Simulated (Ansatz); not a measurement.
## Al2O3 (Corundum): how G0W0 depends on its starting point

Aim: G0W0 for Al2O3 (Corundum) on several starting functionals, at one mesh, band count and screening cutoff.

Method: G0W0 on several functionals, plane waves, PAW, in Ansatz 0.2.0.

## Step 1: Starting point

Symmetry: R-3c, No. 167, trigonal system. The conventional cell has a = 4.760 Å, b = 4.760 Å, c = 12.996 Å, α = 90.00°, β = 90.00°, γ = 120.00°. Al has 6 O at 1.85 to 1.97 Å nearest. Nearest to O lie 4 Al at 1.85 to 1.97 Å. Farther neighbours and most contacts between anions are not listed.

Coordinates:

```cif
data_structure
_symmetry_space_group_name_H-M 'P 1'
_symmetry_Int_Tables_number 1
_cell_length_a 5.1302
_cell_length_b 5.1302
_cell_length_c 5.1302
_cell_angle_alpha 55.287
_cell_angle_beta 55.287
_cell_angle_gamma 55.287
_cell_volume 85.02
loop_
_atom_site_label
_atom_site_type_symbol
_atom_site_fract_x
_atom_site_fract_y
_atom_site_fract_z
_atom_site_occupancy
Al1 Al 0.35216 0.35216 0.35216 1
Al2 Al 0.14784 0.14784 0.14784 1
Al3 Al 0.64784 0.64784 0.64784 1
Al4 Al 0.85216 0.85216 0.85216 1
O5 O 0.55668 0.94332 0.25000 1
O6 O 0.25000 0.55668 0.94332 1
O7 O 0.94332 0.25000 0.55668 1
O8 O 0.44332 0.05668 0.75000 1
O9 O 0.75000 0.44332 0.05668 1
O10 O 0.05668 0.75000 0.44332 1
```

The cell and positions come from the Crystallography Open Database and are kept as given unless a step says otherwise. The default PAW set here is soft_2. Its files were made with PBE.

## Step 2: G0W0 on LDA

G0W0 replaces the xc potential by the self-energy, built once from these orbitals. Only a window of levels is corrected, while the sums run over the empty bands that the input names.

This step: G0W0 on LDA, plane waves, PAW.

Contents of input.yaml:

```yaml
crystal:
  lattice:
    - [2.38025, 1.3742379782, 4.3318666667]
    - [-2.38025, 1.3742379782, 4.3318666667]
    - [0.0, -2.7484759565, 4.3318666667]
  atoms:
    - { symbol: Al, position: [0.35216, 0.35216, 0.35216] }
    - { symbol: Al, position: [0.14784, 0.14784, 0.14784] }
    - { symbol: Al, position: [0.64784, 0.64784, 0.64784] }
    - { symbol: Al, position: [0.85216, 0.85216, 0.85216] }
    - { symbol: O, position: [0.55668, 0.94332, 0.25] }
    - { symbol: O, position: [0.25, 0.55668, 0.94332] }
    - { symbol: O, position: [0.94332, 0.25, 0.55668] }
    - { symbol: O, position: [0.44332, 0.05668, 0.75] }
    - { symbol: O, position: [0.75, 0.44332, 0.05668] }
    - { symbol: O, position: [0.05668, 0.75, 0.44332] }
kpoints:
  mp_grid: { grid: [4, 4, 4] }
hamiltonian:
  xc: lda
scf:
  occupations: { method: fixed }
gw:
  n_empty_bands: 354
  ecut_chi: 150.0
  qp_bands: [v3, c3]
  qp_kpoints: band_edges
  screening: { model: contour_deformation }
```

On the command line:

```bash
> ansatz run input.yaml --threads 3 --pin off --max-ram 64512MiB --backend cuda --events-out ev --progress --plain --runs-dir out --devices 1 --max-vram 24GiB  # rebuilt from the run's record
```

Numbers of over 12 decimals in the logs are rounded to 6 here.

The program printed:

```text
GPUs: using 1 of 1 available (devices: 1).
Engine: ansatz 0.2.0, x86_64-unknown-linux-gnu
Pseudopotentials: kind: paw
Pseudopotential: Al, paw, valence charge 3, recommended cutoff 420 eV (normal), Al.paw.azcp
Pseudopotential: O, paw, valence charge 6, recommended cutoff 420 eV (normal), O.paw.azcp
Functional definition: SPW92
  exchange = slater_x
  correlation = pw_c
device memory: the entry about to start is reckoned to put 1.6 GiB on a device that reports 71.1 GiB free (of which the cap on the GPU budget leaves the run 24.0 GiB)
GPU FFT provider: cuFFT
GPU libraries: cuBLAS 13.8.1, cuFFT 12.4.0, cuSOLVER 12.3.2
Crystal: 10 atoms, lattice volume = 85.018 Å³
Basis set: ecut = 420 eV, 1653 PW (Γ)
Bands: 34, of which v1, the nominal top of the filled ones, is band 24 counted from 1 (23 counted from 0)
Symmetry: 12 space group operations
Space group: R-3c (ITA 167), of the structure as read, at distance tolerance 4.4e-5 Å
k-points: 13 of 64
Non-local potential: Al, projectors of the file, l = 0: 2, l = 1: 2, l = 2: 1
Non-local potential: O, projectors of the file, l = 0: 2, l = 1: 2, l = 2: 1
PAW form: soft (Blöchl's): semilocal exchange-correlation on the pseudo side does not see the compensation charge
PAW frozen core: Al, regenerated for the run's functional, and the local potential with it (the file was generated under x = pbe(κ = 0.804, μ = 0.219515), c = pbe(β = 0.066725))
PAW frozen core: O, regenerated for the run's functional, and the local potential with it (the file was generated under x = pbe(κ = 0.804, μ = 0.219515), c = pbe(β = 0.066725))
PAW one-centre angular grid: Al, 110 points (default); XC on 64 Gauss nodes
PAW one-centre angular grid: O, 110 points (default); XC on 64 Gauss nodes
Initial density: superposition of atomic densities (neutral atoms: chi_scale 0, normalization atom), corrected by the library's trained network
Initial wavefunctions: pseudopotential atomic-orbital guess
GPU buffer pool allocated for 46656 grid points (all kernels)
GPU transforms: local potential and band sums: pruned to the plane-wave sphere, on 36×36×36
Functional: x = slater, c = lda
SCF iter   1: F=—  HF=-5399.892798 eV  |F-HF|=—  |Δ(HF+E_count)|=         —  Δρ=1.72e-2  dr2=2.17e-1  ethr=1.77e-3  ⟨swp⟩=5.2  Hψ=1783  notcnv=0  defer=91
preconditioner: auto → Resta (q_TF=auto, 2.480 Å⁻¹)  ε∞=3.6  [insulator: Δε(μ)=6.017 eV  Ē_g=17.234 eV  n_scr=20 (ndim 8)  ℏωp=27.9 eV  f_vac=0.000  ε∞_Penn≈3.6]
SCF iter   2: F=—  HF=-5399.827198 eV  |F-HF|=—  |Δ(HF+E_count)|=   6.56e-2  Δρ=3.97e-3  dr2=5.30e-3  ethr=4.52e-4  ⟨swp⟩=2.6  Hψ=822  notcnv=0  defer=103
SCF iter   3: F=—  HF=-5399.825666 eV  |F-HF|=—  |Δ(HF+E_count)|=   1.53e-3  Δρ=1.94e-3  dr2=1.66e-3  ethr=1.10e-5  ⟨swp⟩=2.1  Hψ=428  notcnv=0  defer=104
SCF iter   4: F=—  HF=-5399.825046 eV  |F-HF|=—  |Δ(HF+E_count)|=   6.20e-4  Δρ=1.32e-4  dr2=9.08e-6  ethr=3.45e-6  ⟨swp⟩=3.0  Hψ=657  notcnv=0  defer=104
SCF iter   5: F=—  HF=-5399.825044 eV  |F-HF|=—  |Δ(HF+E_count)|=   1.65e-6  Δρ=1.62e-5  dr2=1.38e-7  ethr=1.89e-8  ⟨swp⟩=1.7  Hψ=576  notcnv=0  defer=72
SCF iter   6: F=-5399.825044 eV  HF=-5399.825044 eV  |F-HF|=8.49e-10  |Δ(HF+E_count)|=  6.37e-10  Δρ=2.56e-6  dr2=5.96e-9  ethr=2.08e-10  ⟨swp⟩=10.9  Hψ=2022  notcnv=0
SCF 1 converged in 6 iterations: F = -5399.825044 eV  dr2 = 5.96e-9
  greatest PAW one-centre occupation: 0.853 electrons in one spin orbital (limit 2), on the O atom at site 9 (counted from 0), in its partial waves of l = 0
device memory: the entry about to start is reckoned to put 2.2 GiB on a device that reports 70.0 GiB free (of which the cap on the GPU budget leaves the run 24.0 GiB)
NSCF: frozen V_eff on 13 k-points
the band table was solved once the SCF had ended and its energy, with any forces and stress, was formed, with the checks that follow a solve (1799 applications of the Hamiltonian). They found nothing against the state; the energy, forces and stress were not computed again (output.eigenvalues in the input reference)
device memory: the entry about to start is reckoned to put 4.4 GiB on a device that reports 70.0 GiB free (of which the cap on the GPU budget leaves the run 24.0 GiB)
NSCF: frozen V_eff on 13 k-points
G₀W₀ screening: q 1/13
[... further progress lines ...]
device memory: the entry about to start is reckoned to put 0.5 GiB on a device that reports 73.9 GiB free (of which the cap on the GPU budget leaves the run 24.0 GiB)
NSCF: frozen V_eff on 1 k-points
device memory: the entry about to start is reckoned to put 0.5 GiB on a device that reports 73.9 GiB free (of which the cap on the GPU budget leaves the run 24.0 GiB)
NSCF: frozen V_eff on 1 k-points
device memory: the entry about to start is reckoned to put 0.5 GiB on a device that reports 73.9 GiB free (of which the cap on the GPU budget leaves the run 24.0 GiB)
NSCF: frozen V_eff on 1 k-points
SCF converged after 6 iterations
Free energy (F): -5399.825044 eV
Harris-Foulkes:  -5399.825044 eV  (|F-HF|=8.49e-10)
Internal energy: -5399.825044 eV  (E = F + TS)
E sigma→0 (E₀):  -5399.825044 eV
Fermi energy:    7.394957 eV
--- Per-component energies (eV) ---
  E_band       = 52.334863
  E_kinetic    = 1175.834584
  E_local      = -1977.624725  (includes V_loc(G=0)·N_el)
  E_nonlocal   = 338.482472
  E_hartree    = 724.524735
  E_xc         = -603.899267
  E_vxc        = -691.792695  (∫ρ·V_xc dr)
  E_paw        = -2660.232107  (= ΣΔE_a)
  E_vpaw       = -241.629968  (= ΣTr[D̂ρ^β])
  E_aug_tail   = 0.015437  (compensation charges beyond the density's cutoff)
  E_ewald      = -2397.730569
  E_core_change = 0.804395  (= ΣΔE_core)
  E_smearing   = -0.000000  (= −TS)
  E_closure    = 0.000000  (closes the sum)
  Σ components = -5399.825044   (vs F -5399.825044, Δ=0.00e0)
--- Band table (eV; the first three rows and the last of 13) ---
  k-point 0: bands = [... 20 lower, 6.8974, 7.3544, 7.3544, 7.3950, 13.5550, 16.3737, 17.9133, 18.7442, ... 6 higher]
  k-point 1: bands = [... 20 lower, 6.6263, 6.9451, 7.2431, 7.2833, 14.7885, 17.2537, 17.3574, 17.9528, ... 6 higher]
  k-point 2: bands = [... 20 lower, 6.4772, 6.4772, 7.1213, 7.1213, 16.7026, 16.7026, 16.8739, 16.8739, ... 6 higher]
  k-point 12: bands = [... 20 lower, 7.0116, 7.0116, 7.0116, 7.0116, 15.9473, 15.9473, 18.2123, 18.2123, ... 6 higher]
--- G₀W₀: contour deformation, 6 samples at zero and on the imaginary axis and 2 off it, 64 q-points, 354 empty bands' worth ---
  eigenvalues of the whole cell's RPA ε∞ on this k-mesh (on a slab, of 1 + 4πα/V) = 3.1267, 3.1581, 3.1581; static W/v taken at q = 0 is 0.317639
  bands read: the sum over 378 bands ends inside a degenerate multiplet in 1 slot, whose members it reads at an even weight; the widest, k=12: bands 377 to 380 (counted from 1) at 2/4 each
  gw.qp_kpoints: band_edges: 11 of 13 stored k-points solved, in 1 pass; an edge of the gap read off the rows below is read off those points alone
    valence top: of the k-points left out ik 10 came nearest to being solved in a further pass, in band 24 (counted from 1, as in the quasiparticle table): it holds the edge there only if its correction is more favourable than any solved in that band by at least 0.517 eV; those differ by 0.102 eV
    conduction bottom: of the k-points left out ik 10 came nearest to being solved in a further pass, in band 25 (counted from 1, as in the quasiparticle table): it holds the edge there only if its correction is more favourable than any solved in that band by at least 2.766 eV; those differ by 0.258 eV
    ik  band        ε_KS         Σx   Σc(E_QP)       V_xc       Z   E_QP_lin       E_QP  E_QP is
     0    22      7.3544   -26.9232     4.1732   -21.5166  0.8049     6.1108     6.1210  root
     0    23      7.3544   -26.9232     4.1732   -21.5166  0.8049     6.1108     6.1210  root
     0    24      7.3950   -26.8441     4.1181   -21.5140  0.8056     6.1732     6.1829  root
     0    25     13.5550   -11.5265    -4.0025   -17.0619  0.8476    15.0985    15.0878  root
     0    26     16.3737    -8.0214    -4.4735   -14.1097  0.8533    18.0024    17.9885  root
     0    27     17.9133   -10.1079    -4.7430   -16.9925  0.8435    20.0824    20.0549  root
     1    22      6.9451   -26.4560     4.3022   -20.8375  0.8024     5.6164     5.6288  root
     1    23      7.2431   -26.7404     4.2249   -21.2497  0.8040     5.9663     5.9773  root
     1    24      7.2833   -26.7318     4.1958   -21.2854  0.8043     6.0221     6.0327  root
     1    25     14.7885   -12.0948    -4.0730   -17.8270  0.8407    16.4612    16.4477  root
     1    26     17.2537    -9.5443    -4.6073   -16.0815  0.8469    19.2046    19.1835  root
     1    27     17.3574    -8.7846    -4.5746   -15.1257  0.8457    19.1421    19.1240  root
     2    22      6.4772   -26.0507     4.4000   -20.2542  0.8007     5.0659     5.0807  root
     2    23      7.1213   -26.5391     4.2811   -20.9592  0.8029     5.8106     5.8225  root
     2    24      7.1213   -26.5391     4.2811   -20.9592  0.8029     5.8106     5.8225  root
     2    25     16.7026    -9.8211    -4.4485   -16.0153  0.8416    18.4656    18.4482  root
     2    26     16.7026    -9.8211    -4.4485   -16.0153  0.8416    18.4656    18.4482  root
     2    27     16.8739   -10.1939    -4.5741   -16.6475  0.8440    18.7732    18.7533  root
     3    22      6.7969   -26.2727     4.3783   -20.5392  0.8010     5.4282     5.4418  root
     3    23      7.1287   -26.6008     4.1870   -21.1477  0.8045     5.8516     5.8626  root
     3    24      7.2293   -26.7577     4.2237   -21.2664  0.8040     5.9508     5.9618  root
     3    25     15.0448   -12.0634    -4.1118   -17.8594  0.8397    16.7431    16.7289  root
     3    26     17.3237    -9.6019    -4.6139   -16.1542  0.8466    19.2833    19.2620  root
     3    27     17.3789    -8.7522    -4.5624   -15.0635  0.8447    19.1455    19.1277  root
[...]
9    26     16.7815   -11.7778    -4.5217   -18.2106  0.8340    18.7141    18.6926  root
     9    27     16.9643    -7.5768    -4.4804   -13.7149  0.8511    18.6374    18.6220  root
    12    22      7.0116   -26.6748     4.2631   -21.1178  0.8034     5.7061     5.7177  root
    12    23      7.0116   -26.6748     4.2631   -21.1178  0.8034     5.7061     5.7177  root
    12    24      7.0116   -26.6748     4.2631   -21.1178  0.8034     5.7061     5.7177  root
    12    25     15.9473   -10.5824    -4.3513   -16.6411  0.8415    17.6704    17.6546  root
    12    26     15.9473   -10.5824    -4.3513   -16.6411  0.8415    17.6704    17.6546  root
    12    27     18.2123    -7.1914    -4.7051   -13.6995  0.8540    20.0344    20.0153  root
```

It took 9.8 s on 1 × NVIDIA H100 80GB HBM3 (shared by 3 runs) with 3 threads of AMD EPYC 7R13 (Zen 3), shared host; peak memory 1.5 GiB.

The column dr2 measures how far the density is from self-consistency, as an energy; F and HF (Harris–Foulkes) agree once it is small.

This step gave:

```
bands summed                                 : 378
RPA ε∞ on this mesh (eigenvalues)            : 3.127, 3.158, 3.158
plane waves in the screening matrix          : 339
q-points in the mesh                         : 64
G0W0 gap on the mesh                         : 8.905 eV
k of the valence top                         : 0, 0, 0
k of the conduction bottom                   : 0, 0, 0
starting gap on the mesh                     : 6.160 eV
Z at the valence top                         : 0.8056
Z at the conduction bottom                   : 0.8476
least direct G0W0 gap on the computed points : 8.905 eV
```

The gap on the mesh goes from 6.16 eV to 8.90 eV, a correction of +2.74 eV. Between the two edge states, bare exchange in place of the xc potential would open the gap by 10.87 eV, and correlation takes back 8.12 eV.

(Continued in part 2 of 2.)

[Paths, hosts, dates, memory and timing lines, banners, echoed tables and standing remarks are left out of the program output.]

[Logs are printed without paths, hosts, clocks, repeated set-up lines and the standing remarks that a program may print on its own settings, such as how far it seeks lower states.]

[Runs of the session that timed out or met a known fault of the program may be left out.]

[Cells called generated may have been cut or substituted from an entry of the Crystallography Open Database or the Materials Project.]

[Hosts, paths, dates, database ids (printed as entryN), source tags and the programs' standing remarks are cut or masked in the printed files.]
